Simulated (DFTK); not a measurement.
ZrS2:

```
Zr S
1.0
     3.69138    0.00000    0.00000
    -1.84569    3.19683    0.00000
     0.00000    0.00000    6.04108
Zr S
1 2
Direct
  0.00000 0.00000 0.00000
  0.33333 0.66667 0.23791
  0.66667 0.33333 0.76209
```

The cell is a database's computed one.

Base run:

* Program: DFTK 0.8.2
* Functional: BLYP
* Potentials or basis: SG15 1.2 (PBE)
* Cutoff: 1225 eV
* k mesh: 6 × 6 × 4
* Occupations: fermi-dirac, width 0.05 eV
* Spin: no spin polarisation

Its results: band gap on the k mesh 1.12 eV, indirect (least direct gap 1.63 eV); pressure 4.1 GPa; largest force 0.255 eV/Å.

Task: After a change of settings the same cell gave: band gap on the k mesh 1.01 eV, indirect (least direct gap 1.59 eV); pressure -1.5 GPa; largest force 0.130 eV/Å. Which change was it?
A. functional from BLYP to SCAN
B. functional from BLYP to r2SCAN
C. functional from BLYP to LDA
D. functional from BLYP to AM05

Result: D.

AM05 binds more tightly than BLYP, so the same cell stands under less pressure.

Caveats: the potentials were made for another functional, which shifts forces and pressure; this functional lacks dispersion, which binds the layers, so the pressure and a relaxed spacing across them are unreliable.
